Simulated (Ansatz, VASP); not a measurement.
# GaN: VASP beside Ansatz

File INCAR:

```
  ALGO = Normal
  EDIFF = 1E-7
  ENCUT = 520
  GGA = PE
  ISIF = 2
  ISMEAR = -1
  LASPH = T
  LCHARG = F
  LREAL = F
  LWAVE = F
  NBANDS = 16
  NELM = 60
  PREC = Accurate
  SIGMA = 0.02
```

KPOINTS

```
k-points
0
Gamma
  10 10 10
```

Contents of POSCAR:

```
GaN
1.0
    0.0000000000      2.2489526566      2.2489526566
    2.2489526566      0.0000000000      2.2489526566
    2.2489526566      2.2489526566      0.0000000000
Ga N
1 1
Direct
    0.0000000000      0.0000000000      0.0000000000
    0.2500000000      0.2500000000      0.2500000000
```

Input for Ansatz:

```yaml
crystal:
  lattice:
    - [0.0, 2.2489526566, 2.2489526566]
    - [2.2489526566, 0.0, 2.2489526566]
    - [2.2489526566, 2.2489526566, 0.0]
  atoms:
    - { symbol: Ga, position: [0.0, 0.0, 0.0] }
    - { symbol: "N", position: [0.25, 0.25, 0.25] }
kpoints:
  mp_grid: { grid: [10, 10, 10] }
  band_path:
    path:
      - [[0.0, 0.0, 0.0], [-0.5, -0.5, -2.966149280128e-34], [-0.375, -0.375, 0.25]]
      - [[-0.375, 9.629360213921e-18, 0.375], [0.0, 0.0, 0.0], [-6.826568931854e-18, -6.826568931854e-18, 0.5], [-0.5, -0.25, 0.25], [-0.5, -0.5, -2.966149280128e-34]]
    npoints: 10
hamiltonian:
  xc: pbe
scf:
  occupations: { method: fermi_dirac, width: 0.02 }
  n_extra_bands: 4
output:
  forces: true
  stress: true
  eigenvalues: true
  write_density: true
  write_potential: true
  elf: true
  volumetric_format: npy
```

The cell was built by a generator and needn't be a form met in nature.

Alike in both runs: task single point; functional PBE; k mesh 10 × 10 × 10; occupations fermi-dirac, width 0.02 eV; no spin polarisation.

|  | VASP | Ansatz |
| --- | --- | --- |
| version | VASP 6.6.1 | Ansatz 0.2.0 |
| potentials or method | VASP PAW PBE potentials, release 64 (Ga_d, N) | plane waves, PAW |
| plane-wave cutoff (eV) | 520 | 420 |
| valence electrons in the cell | 18 | 18 |

|  | VASP | Ansatz | Ansatz less VASP |
| --- | --- | --- | --- |
| gap on the k mesh at the Fermi level (eV) | 1.76 | 1.76 | -0.008 |
| pressure (GPa) | 6.2 | 6.2 | -0.03 |

PBE gaps usually lie below the measured ones, often by a third to a half.
